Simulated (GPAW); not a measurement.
# CoSi2 (Fm-3m) in GPAW: notebook, part 2 of 2

GPAW 26.7.0. Earlier steps stand in the parts before.

### 3 Relaxation of cell and atoms, PBEsol+D3, collinear spin, ferromagnetic start

run.py

```python
from ase import Atoms
from ase.calculators.mixing import SumCalculator
from ase.filters import FrechetCellFilter
from ase.io import write
from ase.optimize import BFGS
from dftd3.ase import DFTD3
from gpaw import GPAW, PW, setup_paths

setup_paths.insert(0, '.')

atoms = Atoms(['Co', 'Si', 'Si'],
              cell=[[0.0, 2.678, 2.678],
                    [2.678, 0.0, 2.678],
                    [2.678, 2.678, 0.0]],
              scaled_positions=[[0.0, 0.0, 0.0],
                                [0.75, 0.75, 0.75],
                                [0.25, 0.25, 0.25]],
              pbc=True)
atoms.set_initial_magnetic_moments([2.0, 0.0, 0.0])

calc = GPAW(mode=PW(600),
            xc='PBEsol',
            kpts={'size': (9, 9, 9), 'gamma': True},
            occupations={'name': 'fermi-dirac', 'width': 0.05},
            nbands=20,
            convergence={'density': 1e-05, 'forces': 0.0001},
            maxiter=150,
            txt='gpaw.txt')
atoms.calc = SumCalculator([calc, DFTD3(method='pbesol', damping='d3zero')])
opt = BFGS(FrechetCellFilter(atoms), trajectory='relax.traj', logfile='-')
done = opt.run(fmax=0.02, steps=60)
calc.write('gs.gpw')
write('result.traj', atoms)
print('Converged:', done)
print('Cell:', atoms.cell.cellpar().round(4))
print('Volume:', round(atoms.get_volume(), 4))
print(atoms.get_scaled_positions().round(5))
```

Potentials or basis: PAW data sets generated in the run's folder for this functional, pw.

Command:

```bash
gpaw-setup -f PBEsol Co Si
OMP_NUM_THREADS=1 python run.py
```

gpaw.txt:

```text
__  _  _
 | _ |_)|_||  |
 |__||  | ||/\| - 26.7.0

Input parameters:
  mode=PW(ecut=600.0),
  convergence={'density': 1e-05, 'forces': 0.0001},
  kpts=MonkhorstPack(size=(9, 9, 9), gamma=True),
  maxiter=150,
  nbands=20,
  occupations=Occupations(name='fermi-dirac', width=0.05),
  xc=XC(name='PBEsol')

Diagonalizing LCAO Hamiltonian
Converting LCAO to pw mode

                    Si

           Si

       Co

Atoms  # Å, Bohr magnetons
|   | symbol |        x |        y |        z |    initial magnetic moments |
|---|--------|----------|----------|----------|-----------------------------|
| 0 |     Co | 0.000000 | 0.000000 | 0.000000 | ( 0.0000,  0.0000,  2.0000) |
| 1 |     Si | 4.017000 | 4.017000 | 4.017000 | ( 0.0000,  0.0000,  0.0000) |
| 2 |     Si | 1.339000 | 1.339000 | 1.339000 | ( 0.0000,  0.0000,  0.0000) |

Unit cell  # Å
| periodic |        x |        y |        z |  lengths |    angles |
|----------|----------|----------|----------|----------|-----------|
|      yes | 0.000000 | 2.678000 | 2.678000 | 3.787264 | 60.000000 |
|      yes | 2.678000 | 0.000000 | 2.678000 | 3.787264 | 60.000000 |
|      yes | 2.678000 | 2.678000 | 0.000000 | 3.787264 | 60.000000 |

Number of symmetries: 48
Symmetry operations  # r_c * U_cc + t_c -> r_c
|    | kind |            matrix            |
|----|------|------------------------------|
|  0 |  σ   |  1, 0, 0,  1, 0,-1,  1,-1, 0 |
|  1 |  C2  |  1, 0, 0,  1,-1, 0,  1, 0,-1 |
|  2 |  E   |  1, 0, 0,  0, 1, 0,  0, 0, 1 |
|  3 |  σ   |  1, 0, 0,  0, 0, 1,  0, 1, 0 |
|  4 |  C4  |  1, 0,-1,  1, 0, 0,  1,-1, 0 |
|  5 |  S6  |  1, 0,-1,  1,-1, 0,  1, 0, 0 |
|  6 |  σ   |  1, 0,-1,  0, 1,-1,  0, 0,-1 |
|  7 |  C3  |  1, 0,-1,  0, 0,-1,  0, 1,-1 |
|  8 |  S6  |  1,-1, 0,  1, 0, 0,  1, 0,-1 |
[... 260 lines left out ...]
       Co

Atoms  # Å, Bohr magnetons
|   | symbol |        x |        y |        z |    initial magnetic moments |
|---|--------|----------|----------|----------|-----------------------------|
| 0 |     Co | 0.000000 | 0.000000 | 0.000000 | ( 0.0000,  0.0000,  0.0000) |
| 1 |     Si | 4.006564 | 4.006564 | 4.006564 | ( 0.0000,  0.0000,  0.0000) |
| 2 |     Si | 1.335521 | 1.335521 | 1.335521 | ( 0.0000,  0.0000,  0.0000) |

Unit cell  # Å
| periodic |         x |         y |         z |  lengths |    angles |
[... 285 lines left out ...]
| periodic |         x |        y |        z |  lengths |    angles |
|----------|-----------|----------|----------|----------|-----------|
|      yes | -0.000000 | 2.644196 | 2.644196 | 3.739459 | 60.000000 |
|      yes |  2.644196 | 0.000000 | 2.644196 | 3.739459 | 60.000000 |
|      yes |  2.644196 | 2.644196 | 0.000000 | 3.739459 | 60.000000 |

Number of symmetries: 48
Symmetry operations  # r_c * U_cc + t_c -> r_c
|    | kind |            matrix            |
|----|------|------------------------------|
|  0 |  σ   |  1, 0, 0,  1, 0,-1,  1,-1, 0 |
|  1 |  C2  |  1, 0, 0,  1,-1, 0,  1, 0,-1 |
|  2 |  E   |  1, 0, 0,  0, 1, 0,  0, 0, 1 |
|  3 |  σ   |  1, 0, 0,  0, 0, 1,  0, 1, 0 |
|  4 |  C4  |  1, 0,-1,  1, 0, 0,  1,-1, 0 |
|  5 |  S6  |  1, 0,-1,  1,-1, 0,  1, 0, 0 |
|  6 |  σ   |  1, 0,-1,  0, 1,-1,  0, 0,-1 |
|  7 |  C3  |  1, 0,-1,  0, 0,-1,  0, 1,-1 |
|  8 |  S6  |  1,-1, 0,  1, 0, 0,  1, 0,-1 |
[... 235 lines left out ...]
No gap
No difference between direct/indirect transitions

Stress tensor  # eV/Ang^3
|         x |         y |         z |
|-----------|-----------|-----------|
| -0.024872 |  0.000000 |  0.000000 |
|  0.000000 | -0.024872 | -0.000000 |
|  0.000000 | -0.000000 | -0.024872 |

Forces  # eV/Ang
|        x |        y |        z |
|----------|----------|----------|
| -0.00000 | -0.00000 | -0.00000 |  # Co   0
| -0.00000 | -0.00000 | -0.00000 |  # Si   1
|  0.00000 |  0.00000 |  0.00000 |  # Si   2
[... 7 lines left out ...]
       Co

Atoms  # Å, Bohr magnetons
|   | symbol |         x |         y |         z |    initial magnetic moments |
|---|--------|-----------|-----------|-----------|-----------------------------|
| 0 |     Co | -0.000000 | -0.000000 | -0.000000 | ( 0.0000,  0.0000, -0.0000) |
| 1 |     Si |  3.968297 |  3.968297 |  3.968297 | ( 0.0000,  0.0000,  0.0000) |
| 2 |     Si |  1.322766 |  1.322766 |  1.322766 | ( 0.0000,  0.0000,  0.0000) |

Unit cell  # Å
| periodic |         x |        y |        z |  lengths |    angles |
|----------|-----------|----------|----------|----------|-----------|
|      yes | -0.000000 | 2.645531 | 2.645531 | 3.741346 | 60.000000 |
|      yes |  2.645531 | 0.000000 | 2.645531 | 3.741346 | 60.000000 |
|      yes |  2.645531 | 2.645531 | 0.000000 | 3.741346 | 60.000000 |

Number of symmetries: 48
Symmetry operations  # r_c * U_cc + t_c -> r_c
|    | kind |            matrix            |
|----|------|------------------------------|
|  0 |  σ   |  1, 0, 0,  1, 0,-1,  1,-1, 0 |
|  1 |  C2  |  1, 0, 0,  1,-1, 0,  1, 0,-1 |
|  2 |  E   |  1, 0, 0,  0, 1, 0,  0, 0, 1 |
|  3 |  σ   |  1, 0, 0,  0, 0, 1,  0, 1, 0 |
|  4 |  C4  |  1, 0,-1,  1, 0, 0,  1,-1, 0 |
|  5 |  S6  |  1, 0,-1,  1,-1, 0,  1, 0, 0 |
|  6 |  σ   |  1, 0,-1,  0, 1,-1,  0, 0,-1 |
|  7 |  C3  |  1, 0,-1,  0, 0,-1,  0, 1,-1 |
|  8 |  S6  |  1,-1, 0,  1, 0, 0,  1, 0,-1 |
[... 233 lines left out ...]
No gap
No difference between direct/indirect transitions

Stress tensor  # eV/Ang^3
|         x |         y |         z |
|-----------|-----------|-----------|
| -0.022867 |  0.000000 | -0.000000 |
|  0.000000 | -0.022867 | -0.000000 |
| -0.000000 | -0.000000 | -0.022867 |

Forces  # eV/Ang
|        x |        y |        z |
|----------|----------|----------|
|  0.00000 | -0.00000 | -0.00000 |  # Co   0
|  0.00000 |  0.00000 | -0.00000 |  # Si   1
| -0.00000 |  0.00000 | -0.00000 |  # Si   2

# Writing to gs.gpw (mode='')
```

stdout:

```text
Step          Energy          fmax
BFGS:    0      -22.808022        0.546280
BFGS:    1      -22.818616        0.434412
BFGS:    2      -22.834271        0.022844
BFGS:    3      -22.834492        0.000803
Converged: True
Cell: [ 3.7413  3.7413  3.7413 60.     60.     60.    ]
Volume: 37.0313
[[0.   0.   0.  ]
 [0.75 0.75 0.75]
 [0.25 0.25 0.25]]
```

Wall time 2.8 min (1 thread of Arm Neoverse V2, shared host); peak memory 0.26 GiB.

Results:

```yaml
Free_energy: -22.8395 eV
Relaxed_volume: 12.34 Å³/atom
Relaxed_cell: a = 3.741 Å, b = 3.741 Å, c = 3.741 Å, α = 60.00°, β = 60.00°, γ = 60.00°
Space_group_after_relaxing_to_0.05_Å: Fm-3m (No. 225)
Energy_gained_by_relaxing: 8.8 meV/atom
Ionic_steps: 4
Pressure_after_relaxing: 0.0 GPa
Band_gap_on_the_k_mesh: none (metal or under the smearing width)
Net_moment: 0.00 μB per cell
Dispersion_energy_per_atom: -0.236 eV
```

The path:
| step | energy change (eV) | largest force (eV/Å) | pressure (GPa) | volume (Å³) |
| --- | --- | --- | --- | --- |
| 1 | 0.0000 | 0.0000 | -6.84 | 38.41 |
| 2 | -0.0106 | 0.0000 | -5.48 | 38.11 |
| 3 | -0.0262 | 0.0000 | 0.30 | 36.98 |
| 4 | -0.0265 | 0.0000 | -0.01 | 37.03 |

Final structure:
```
Co Si
1.0
     0.00000    2.64553    2.64553
     2.64553    0.00000    2.64553
     2.64553    2.64553    0.00000
Co Si
1 2
Direct
  0.00000 0.00000 0.00000
  0.75000 0.75000 0.75000
  0.25000 0.25000 0.25000
```

Caveat: each step starts from the last one's moments, so a moment once lost doesn't come back; the starting moments collapsed, and a magnetic state may lie lower; later steps reuse the first step's grids; pairwise dispersion overbinds metals, which lowers pressure and volume.
